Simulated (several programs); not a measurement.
## KI (P6_3/mmc) from semi-empirical methods to plane-wave DFT

KI (P6_3/mmc) from a database of computed structures, relaxed with r2SCAN in Ansatz, was computed with several methods. It is hexagonal, P6_3/mmc (No. 194); conventional cell a = 4.899 Å, c = 8.591 Å, 44.65 Å³ an atom. K is surrounded by 6 I at 3.55 Å; I is surrounded by 6 K at 3.55 Å. Spin-unpolarised throughout; all numbers are computed.

```cif
data_structure
_symmetry_space_group_name_H-M 'P6_3/mmc'
_symmetry_Int_Tables_number 194
_cell_length_a 4.8995
_cell_length_b 4.8995
_cell_length_c 8.5908
_cell_angle_alpha 90.000
_cell_angle_beta 90.000
_cell_angle_gamma 120.000
_cell_volume 178.59
loop_
_atom_site_label
_atom_site_type_symbol
_atom_site_symmetry_multiplicity
_atom_site_Wyckoff_symbol
_atom_site_fract_x
_atom_site_fract_y
_atom_site_fract_z
_atom_site_occupancy
K1 K 2 a 0.00000 0.00000 0.00000 1
I1 I 2 c 0.66667 0.33333 0.75000 1
```

Gaps and times are for a single point on this cell; volume and bulk modulus come from each method's own relaxation or energy curve at fixed shape, which is too stiff where a cell has free coordinates or axes. Times are rough, from shared hosts (AMD EPYC 9R45 96-Core Processor; Arm Neoverse V2; Intel Xeon 6975P-C), and each method has its own mesh and cell size. A dagger marks a closed or tiny gap in a crystal that DFT finds insulating: a failure of the method or a wrong SCF state. A double dagger marks a value from a curve with shape and coordinates held. A star marks a curve whose lowest point is an end point. PM6 (MOPAC), PM7 (MOPAC), GFN1-xTB (tblite), GFN2-xTB (tblite) treat a cluster of cells at its zone centre, which samples few k points: where these miss a band edge, the gap comes out too large for that reason alone. Gaps from k meshes are read at a limited set of points (mesh, symmetry points, PBE's band edges), so each method's own least gap may be somewhat smaller. Force fields have no electrons; where one was fitted to this phase, its volume and modulus reflect the fit. xTB and the PM methods were fitted mostly to molecules, and can miss a solid's gap by electronvolts. Minimal bases can be far off for gaps. Times of the plane-wave rungs are withheld (a dash), since they come from other jobs, hosts and meshes; the meshes of hybrids and Hartree-Fock don't converge their gaps to the digits shown. GLLB-SC's gap includes the derivative discontinuity. G0W0 is at finite bands, cutoff and mesh. d marks a direct gap, i an indirect one (no mark: not told apart), a dash a value that wasn't computed or didn't pass its checks.

```tsv
method	kind	gap (eV)	own volume (Å³/atom)	bulk modulus (GPa)	atoms computed	processor time
PBEsol	semilocal	–	43.10	–	4	–
ffield.eim (LAMMPS)	force field	–	–	–	4	0.15 s
PM7 (MOPAC)	semi-empirical	10.59	–	–	cluster	0.46 s
PM6 (MOPAC)	semi-empirical	7.81	–	–	cluster	0.52 s
GFN1-xTB (tblite)	tight binding	0.09†	45.58‡	12‡	cluster	0.7 s
GFN2-xTB (tblite)	tight binding	6.10	49.96*‡	–	cluster	0.84 s
light PBE (260 eV, its own mesh)	light plane-wave	3.85 d	–	–	4	1.2 s
LDA	semilocal	3.50 d	39.73	–	4	–
PBE	semilocal	3.86 d	46.42	11‡	4	–
PBE/SZV (CP2K)	small basis	3.40 d	48.40‡	12‡	4	13 s
r2SCAN	semilocal	4.50 d	44.65	12‡	4	–
GLLB-SC (GPAW)	model potential	7.19	–	–	4	25 s
PBE/DZVP (CP2K)	small basis	3.81 d	46.59‡	11‡	4	26 s
PBE+SOC	semilocal	3.54 d	–	–	4	–
PBE/single zeta (GPAW)	small basis	3.62 d	–	–	4	36 s
PBE0	hybrid	5.54 d	–	–	4	–
HSE06	hybrid	4.85 d	–	–	4	–
DDH-PBE0	hybrid	6.23 d	–	–	4	–
G0W0@r2SCAN (80 eV screening cutoff)	many-body	6.19	–	–	4	–
G0W0@PBE (120 eV screening cutoff)	many-body	5.96	–	–	4	–
```

Against HSE06 (4.85 eV) and with closed or daggered gaps left aside, the nearest gap at the points sampled is that of r2SCAN (-0.35 eV) and the farthest that of PM7 (MOPAC) (+5.74 eV). HSE06 is only a yardstick of convenience: for gaps this wide it usually falls short of measured ones, so a larger value can be the better one.

Volumes against r2SCAN's: PBEsol -3.5 %, LDA -11.0 %, PBE +4.0 %.

Only the rows marked +SOC include spin-orbit coupling.
